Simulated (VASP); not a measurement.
## VASP inputs for TiS2 (strained measured structure)

INCAR

```
LELF = .TRUE.
IBRION = -1
NELM = 120
LWAVE = .FALSE.
ISMEAR = -1
SIGMA = 0.02
ISIF = 2
ENCUT = 520
LASPH = .TRUE.
GGA = PE
LCHARG = .TRUE.
NBANDS = 19
NSW = 0
EDIFF = 1E-7
LREAL = .FALSE.
PREC = Accurate
```

KPOINTS

```
KPOINTS created by Atomic Simulation Environment
0
Gamma
12 12 4
0 0 0
```

KPOINTS_OPT

```
special points
7
Reciprocal
0.0000000000 0.0000000000 0.0000000000 1
0.5000000000 0.0000000000 0.0000000000 1
0.3333333333 0.3333333333 0.0000000000 1
0.0000000000 0.0000000000 0.5000000000 1
0.5000000000 0.0000000000 0.5000000000 1
0.3333333333 0.3333333333 0.5000000000 1
0.0000000000 0.5000000000 0.5000000000 1
```

POSCAR

```
Ti S
 1.0000000000000000
     3.2966463242289885    0.0000000000000000    0.0000000000000000
    -1.6483231621144943    2.8549794640748951    0.0000000000000000
     0.0000000000000000    0.0000000000000000    5.7407101476999998
 Ti  S
   1   2
Cartesian
  0.0000000000000000 -0.0000000000000000 -0.0000000000000000
 -0.0000000000000001  1.9033196427165966  1.4486898292587993
  1.6483231621144940  0.9516598213582983  4.2920203184411996
```

VASP ran with the recommended PBE PAW datasets (24 valence electrons in the cell).

Q: Estimate the main results of this run.

A: gap between bands v and c -0.54 eV (bands overlap: a metal); least direct gap 0.30 eV; pressure 6.1 GPa; largest force 0.14 eV/Å.

Band v is the last that the valence electrons fill when counted band by band, and c is the next. Levels in eV from the top of v:

```
point    v−1      v      c   c+1
    Γ   0.00   0.00   0.30  0.30
    M  -2.95  -1.73  -0.19  1.51
    K  -3.10  -2.87   1.17  1.69
    A  -0.17  -0.17   0.28  0.28
    L  -1.70  -1.40  -0.54  1.51
    H  -2.71  -2.71   1.18  1.27
```
